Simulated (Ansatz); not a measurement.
Crystal: Ti2C.

```xyz
3
Lattice="1.5407 0.8895 4.8138 -1.5407 0.8895 4.8138 0.0000 -1.7790 4.8138" Properties=species:S:1:pos:R:3 pbc="T T T"
Ti    0.0000    0.0000   10.8960
Ti    0.0000    0.0000    3.5453
C     0.0000    0.0000    7.2207
```

The cell comes from a database or a generator and needn't be the stable form of this composition.

A run of Ansatz 0.2.0 on this cell left the log below. Logs are shortened: lines on timing, memory, paths and dates and some standing lists are left out, and cuts for length are marked.

```text
Warning: RAYON_NUM_THREADS=2 ignored (pool sized by the plan → 2); use --threads N
The last accepted step is kept in <dir> (removed where the run ends without a failure and the disk answers)
LAPW: plane waves up to 9.080 Å⁻¹, error target 2.0e-3 eV per atom; small_component_spin mean_spin; C in spheres of 0.893 Å, 6 of its electrons in bands, Dirac shells []; Ti in spheres of 1.156 Å, 18 of its electrons in bands, Dirac shells [] (how accurate: hamiltonian.pseudopotentials.lapw.basis_error, Limitations)
Engine: ansatz 0.2.0, aarch64-unknown-linux-gnu
Pseudopotentials: kind: all_electron
Pseudopotential: Ti, LAPW, valence charge 18, lapw/all_electron/scalar/gaussian/Ti, Koelling and Harmon's equation, gaussian nucleus
Pseudopotential: C, LAPW, valence charge 6, lapw/all_electron/scalar/gaussian/C, Koelling and Harmon's equation, gaussian nucleus
Functional definition: PBEsol
  exchange = pbesol_x
  correlation = pbesol_c
Crystal: 3 atoms, lattice volume = 39.583 Å³
Basis set: ecut = 314.1067919400235 eV, 523 PW (Γ), FFT grids on a1−a3, a2−a3, a3, exchange–correlation at level 2
Bands: 26, of which v1, the nominal top of the filled ones, is band 21 counted from 1 (20 counted from 0)
Symmetry: 12 space group operations
Space group: R-3m (ITA 166), of the structure as read, at distance tolerance 3.4e-5 Å
k-points: 116 of 1000
Non-local potential: Ti, projectors of the file, none
Non-local potential: C, projectors of the file, none
Initial density: superposition of atomic densities (chi_scale 0.1, normalization cell, long waves kept (reshape's long-wave potential 0.04 eV rms))
Initial wavefunctions: plane waves of lowest kinetic energy (no species holds an atomic orbital)
Functional: x = pbesol(κ = 0.804, μ = 0.12345679012345678), c = pbesol(β = 0.046)
iter 1 solved again at ethr=2.84e-2 eV; its pass at ethr=1.00e-1 eV (dr2=1.19e1 eV) is discarded
SCF iter   1: F=—  HF=-47453.527524 eV  |F-HF|=—  |Δ(HF+E_count)|=         —  Δρ=1.25e-1  dr2=1.19e1  ethr=2.84e-2  ⟨swp⟩=2.0  Hψ=18771  notcnv=0
preconditioner: auto → Kerker (q_TF=auto, 2.755 Å⁻¹)  [metal: Δε(μ)=0.071 eV  Ē_g=7.481 eV  σ=0.050 eV  W_gap=0.34  n_scr=16 (ndim 8)  ℏωp=20.4 eV  f_vac=0.000  D(μ)=1.13/eV (n_scr^D=2)]
iter 2 solved again at ethr=2.14e-3 eV; its pass at ethr=2.84e-2 eV (dr2=8.99e-1 eV) is discarded
SCF iter   2: F=—  HF=-47450.308495 eV  |F-HF|=—  |Δ(HF+E_count)|=    3.22e0  Δρ=2.76e-2  dr2=8.95e-1  ethr=2.14e-3  ⟨swp⟩=2.0  Hψ=15943  notcnv=0
SCF iter   3: F=—  HF=-47450.111219 eV  |F-HF|=—  |Δ(HF+E_count)|=   1.97e-1  Δρ=2.83e-2  dr2=1.06e0  ethr=2.13e-3  ⟨swp⟩=2.2  Hψ=8963  notcnv=0
SCF iter   4: F=—  HF=-47449.949199 eV  |F-HF|=—  |Δ(HF+E_count)|=         —  Δρ=9.28e-3  dr2=1.13e-1  ethr=2.13e-3  ⟨swp⟩=2.6  Hψ=8919  notcnv=0
[... 70 lines left out ...]
basis re-selected at this cell: Δ(F+E_penalty+E_count) = +4.503e-8 eV, ΔP = -0.001 GPa vs the last step (what re-selecting the basis moved, after the strain that the cell walked since its last selection, with what the two solves' SCF thresholds leave and, on support functions, any second-order correction that the steps lacked; it is no measure of the basis error at this ecutwfc). This SCF's stress stands 1.78e-2 GPa from its target on what of the cell is left free (relax.cell.stress_tol is 5.00e-2 GPa) and its largest allowed force component is 3.61e-4 eV/Å (relax.f_tol is 5.00e-3 eV/Å): within both
SCF converged after 2 iterations
Free energy (F): -47449.890464 eV
Harris-Foulkes:  -47449.890464 eV  (|F-HF|=7.71e-9)
Internal energy: -47449.874219 eV  (E = F + TS)
E sigma→0 (E₀):  -47449.882342 eV
Entropy (-TS):   -0.016245 eV (-5.415 meV/atom)
Fermi energy:    14.021887 eV
--- Per-component energies (eV) ---
  E_band       = -5854.633053
  E_kinetic    = 47887.426233
  E_xc         = -2387.262628
  E_electrostatic = -92950.037825  (all electrons and nuclei)
  E_smearing   = -0.016245  (= −TS)
  E_closure    = 0.000000  (closes the sum)
  E_atoms      = -47423.677353  (free atoms, spherical and without spin; not in F)
  Σ components = -47449.890464   (vs F -47449.890464, Δ=0.00e0)
  Basis errors (estimates in eV, not in F): energy 7.1e-4 per atom: plane waves 6.6e-4 (3.9e-4 summed), levels above the bands 6.4e-22, relativity 1.7e-8, radial functions 5.5e-5, core shells 1.5e-6; eigenvalues (radial functions only) 1.9e-6; not estimated: angular momenta, meshes, grids; target (lapw.basis_error) 2.0e-3; muffin-tin radii C 0.885 Å, Ti 1.145 Å
--- Forces (eV/Å), atoms counted from 1 ---
  atom   1  Ti    -0.00000000     0.00000000    -0.00036147
  atom   2  Ti     0.00000000    -0.00000000     0.00036147
  atom   3  C     -0.00000000     0.00000000     0.00000000
  max |Σ_I F_I| component: 3.70e-17 eV/Å
--- Stress (GPa, compression-positive) ---
        0.017830       0.000000       0.000000
        0.000000       0.017830       0.000000
        0.000000       0.000000      -0.006742
  P = ⅓ Tr σ = 0.0096 GPa (0.096 kbar)
--- Relaxed structure (5 steps of the walk, 4 accepted, 1 SCFs on fresh bases) ---
  F+E_penalty+E_count = -47449.89046403 eV   max|allowed force component| = 3.615e-4 eV/Å   (the final SCF, on the basis selected at the relaxed cell)
  cell:  # Å, volume = 38.5068 Å³
    - [1.5261591819787077, 0.8811284145251023, 4.772517924137027]
    - [-1.5261591819787077, 0.8811284145251023, 4.772517924137027]
    - [-1.6952969313901791e-34, -1.7622568290997762, 4.772517924127875]
  atoms:
    - { symbol: Ti, position: [0.754125962875615, 0.754125962875615, 0.754125962875615] }
    - { symbol: Ti, position: [0.24587403712438494, 0.24587403712438494, 0.24587403712438496] }
    - { symbol: C, position: [0.49999999999999994, 0.49999999999999994, 0.49999999999999994] }
```

Task: What input gives this log?

Result: Relaxation of cell and atoms with PBEsol, no spin polarisation. The files as run (others can give the same):

input.yaml
```yaml
crystal:
  lattice:
    - [1.540698181, 0.8895225095, 4.8137698526]
    - [-1.540698181, 0.8895225095, 4.8137698526]
    - [0.0, -1.7790450191, 4.8137698526]
  atoms:
    - { symbol: Ti, position: [0.75450217, 0.75450217, 0.75450217] }
    - { symbol: Ti, position: [0.24549783, 0.24549783, 0.24549783] }
    - { symbol: C, position: [0.5, 0.5, 0.5] }
kpoints:
  mp_grid: { grid: [10, 10, 10] }
scf:
  occupations: { method: fermi_dirac, width: 0.05 }
hamiltonian:
  xc: pbesol
  pseudopotentials: { kind: all_electron, lapw: { basis_error: 0.002 } }
output:
  forces: true
  stress: true
relax:
  f_tol: 0.005
  max_steps: 60
  cell: {}
```

Potentials or basis: all-electron LAPW, scalar-relativistic.
Launch:
```bash
$ ansatz run input.yaml --threads 2 --pin off --max-ram 8192MiB --backend cpu --events-out ev --progress --plain --runs-dir out
```
